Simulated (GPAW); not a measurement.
Here is a GPAW 26.7.0 calculation.

Contents of run.py:

```python
import numpy as np
from ase.dft.bandgap import bandgap
from ase.io import read, write
from ase.units import GPa
from gpaw import GPAW, PW, setup_paths
from gpaw.spinorbit import soc_eigenstates

setup_paths.insert(0, '.')

atoms = read('GaN.xyz')

calc = GPAW(mode=PW(800),
            xc='GGA_X_PBEINT+GGA_C_PBEINT',
            kpts={'size': (10, 10, 10), 'gamma': True},
            occupations={'name': 'fermi-dirac', 'width': 0.05},
            nbands=11,
            convergence={'density': 1e-05, 'energy': 1e-05},
            maxiter=150,
            txt='gpaw.txt')
atoms.calc = calc
energy = atoms.get_potential_energy()
forces = atoms.get_forces()
stress = atoms.get_stress()
calc.write('gs.gpw')
write('result.traj', atoms)
print(f'Energy: {energy:.6f} eV')
print('Forces (eV/A):')
print(forces.round(4))
print('Stress (GPa):', (stress / GPa).round(3))
print('Fermi level:', round(calc.get_fermi_level(), 4), 'eV')
print(f'Gap: {bandgap(calc)[0]:.4f} eV, direct: {bandgap(calc, direct=True)[0]:.4f} eV')

path = atoms.cell.bandpath('GXWKGLUWLK,UX', npoints=60, eps=1e-4)
bs_calc = calc.fixed_density(kpts=path, symmetry='off', nbands=19,
                             convergence={'bands': 'CBM+6.0', 'eigenstates': 1e-6}, txt='bands.txt')
bs = bs_calc.band_structure()
bs.write('bs.json')
print(f'Gap on the path: {bandgap(bs_calc)[0]:.4f} eV')

soc = soc_eigenstates(bs_calc, theta=90, phi=45)
np.savetxt('soc_bands.dat', soc.eigenvalues(), fmt='%.4f')
mesh = soc_eigenstates('gs.gpw', theta=90, phi=45)
np.savetxt('soc_mesh.dat', mesh.eigenvalues(), fmt='%.4f')
print('Fermi level with spin-orbit coupling:', round(mesh.fermi_level, 4), 'eV')
```

GaN.xyz

```xyz
2
Lattice="0.0000000000 2.2535006075 2.2535006075 2.2535006075 0.0000000000 2.2535006075 2.2535006075 2.2535006075 0.0000000000" Properties=species:S:1:pos:R:3 pbc="T T T"
Ga     0.0000000000      0.0000000000      0.0000000000
N      1.1267503038      1.1267503038      1.1267503038
```

Potentials or basis: PAW data sets generated in the run's folder for this functional, pw.

Launch:

```bash
$ gpaw-setup -f GGA_X_PBEINT+GGA_C_PBEINT Ga N
$ OMP_NUM_THREADS=1 python run.py
```

Q: Estimate the pressure.

A: 9.0 GPa.

Q: Predict the band gap along the path.

A: 1.78 eV, direct.

Q: Estimate the band gap on the k mesh.

A: 1.78 eV, direct.

Levels at the corners of the path, in eV from the valence-band top:
| point | band 5 | band 6 | band 7 | band 8 | band 9 | band 10 | band 11 | band 12 |
| --- | --- | --- | --- | --- | --- | --- | --- | --- |
| Γ | 0.00 | 0.00 | 0.00 | 0.00 | 1.78 | 1.78 | 10.11 | 10.11 |
| X | -2.71 | -2.71 | -2.66 | -2.66 | 3.26 | 3.26 | 6.70 | 6.70 |
| W | -3.82 | -3.81 | -3.66 | -3.60 | 6.19 | 6.20 | 8.52 | 8.53 |
| K | -4.34 | -4.30 | -2.17 | -2.17 | 4.95 | 4.95 | 7.95 | 7.96 |
| Γ | 0.00 | 0.00 | 0.00 | 0.00 | 1.78 | 1.78 | 10.11 | 10.11 |
| L | -0.99 | -0.99 | -0.95 | -0.95 | 4.69 | 4.69 | 8.74 | 8.74 |
| U | -4.34 | -4.30 | -2.17 | -2.17 | 4.95 | 4.95 | 7.95 | 7.96 |
| W | -3.82 | -3.81 | -3.66 | -3.60 | 6.19 | 6.20 | 8.52 | 8.53 |
| L | -0.99 | -0.99 | -0.95 | -0.95 | 4.69 | 4.69 | 8.74 | 8.74 |
| K | -4.34 | -4.30 | -2.17 | -2.17 | 4.95 | 4.95 | 7.95 | 7.96 |
| U | -4.34 | -4.30 | -2.17 | -2.17 | 4.95 | 4.95 | 7.95 | 7.96 |
| X | -2.71 | -2.71 | -2.66 | -2.66 | 3.26 | 3.26 | 6.70 | 6.70 |

Caveat: spin-orbit coupling was added after a scalar SCF, so levels and gaps hold it while energy, forces, pressure and moments don't; this program's spin-orbit splittings come out too wide for heavy elements.

**The experiment to reproduce.**

A printed reference work, textbook reports, for a bulk crystal of GaN at 0 K: band gap 3.299 eV (direct).

Against the measured gap of GaN, 3.299 eV (direct; 0 K; a printed reference work, textbook), the calculated 1.78 eV is off by -1.52 eV. The value is that of PBEint, without temperature or zero-point motion. The cell is a database's relaxed one, not the measured one, which moves gaps too.
